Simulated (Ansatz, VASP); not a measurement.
**One calculation of BN, two programs**

```
B N
1.0
     2.55458    0.00000    0.00000
    -1.27729    2.21233    0.00000
     0.00000    0.00000    4.22451
B N
2 2
Cartesian
  1.2773 0.7374 4.2237
  0.0000 1.4749 2.1114
  1.2773 0.7374 2.6411
  0.0000 1.4749 0.5289
```

Measurements of this composition are mostly on another form, of space group No. 194.

Alike in both runs: functional PBE; k mesh 12 × 12 × 6; occupations gaussian, width 0.02 eV; no spin polarisation.

Ansatz relaxed the structure, and its values are those at the end. VASP's run is a single point on that final structure, the one shown.

|  | VASP | Ansatz |
| --- | --- | --- |
| version | VASP 6.6.1 | Ansatz 0.2.0 |
| potentials or method | VASP PAW PBE potentials, release 64 (B, N) | scalar-relativistic, plane waves, PAW |
| plane-wave cutoff (eV) | 520 | 420 |
| valence electrons in the cell | 16 | 16 |

```csv
,VASP,Ansatz,Ansatz less VASP
gap on the k mesh at the Fermi level (eV),5.21,5.23,+0.017
least direct gap on the mesh (eV),8.24,8.24,+0.007
pressure (GPa),0.2,0.0,-0.24
```

A k mesh can miss the band edges. Expect the measured gap to be larger: semilocal functionals such as PBE lack the derivative discontinuity.
